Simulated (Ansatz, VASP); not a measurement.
Given: the input of a run of VASP 6.6.1 on Ta2N. The cell comes from a database or a generator and needn't be the stable form of this composition.

File INCAR:

```
SYSTEM = Ta2N
PREC = Accurate
ENCUT = 520
EDIFF = 1E-7
ISMEAR = 0
SIGMA = 0.05
LREAL = .FALSE.
LASPH = .TRUE.
NELM = 80
ALGO = Normal
ISIF = 2
LWAVE = .FALSE.
LCHARG = .TRUE.
GGA = PS
LELF = .TRUE.
LVHAR = .TRUE.
NBANDS = 20
```

KPOINTS

```
Automatic mesh
0
G
  10 10 6
  0 0 0
```

File POSCAR:

```
Ta2N
3.1129
    0.999987634039      0.000000000000      0.000000000000
   -0.499993817019      0.866014694529      0.000000000000
    0.000000000000      0.000000000000      1.564406501976
Ta N
2 1
Direct
    0.3333333333      0.6666666667      0.2547110000
    0.6666666667      0.3333333333      0.7452890000
    0.0000000000      0.0000000000      0.0000000000
```

Potentials or basis: VASP PAW PBE potentials, release 64 (Ta_pv, N).

Run with:

```sh
$ cat potpaw_PBE.64/Ta_pv/POTCAR potpaw_PBE.64/N/POTCAR > POTCAR
$ mpirun -np 1 vasp_std > vasp.out
```

**Question.** Translate it to Ansatz 0.2.0. Potentials or basis there: Ansatz PAW, cutoff 420 eV.

**Answer.** As run (cutoffs and basis follow the program's own potentials, and thresholds, step limits or extra output files can differ):

input.yaml

```yaml
crystal:
  lattice:
    - [3.112861506, 0.0, 0.0]
    - [-1.556430753, 2.6958171426, 0.0]
    - [0.0, 0.0, 4.869841]
  atoms:
    - { symbol: Ta, position: [0.3333333333, 0.6666666667, 0.254711] }
    - { symbol: Ta, position: [0.6666666667, 0.3333333333, 0.745289] }
    - { symbol: "N", position: [0.0, 0.0, 0.0] }
hamiltonian:
  xc: pbesol
  pseudopotentials: { kind: paw }
kpoints:
  mp_grid: { grid: [10, 10, 6] }
scf:
  occupations: { method: gaussian, width: 0.05 }
output:
  forces: true
  stress: true
  eigenvalues: true
```

Potentials or basis: Ansatz PAW.

Command:

```console
$ ansatz run input.yaml --threads 1 --pin off --max-ram 3584MiB --backend cpu --events-out ev --progress --plain --runs-dir out
```

Both were run:

|  | VASP | Ansatz |
| --- | --- | --- |
| Pressure | -8.7 GPa | -9.1 GPa |
| Largest force | 0.237 eV/Å | 0.285 eV/Å |

Ansatz's pressure holds a Pulay term of +0.29 GPa for its cutoff of 420 eV, which the other run lacks.

The potentials hold 27 and 31 valence electrons a cell.

VASP's potentials were made for PBE. Ansatz's potentials were made for PBE.

Where Ansatz's input types no cutoff or centring, it takes its own default and a Γ-centred mesh.

Pressure is positive in compression.
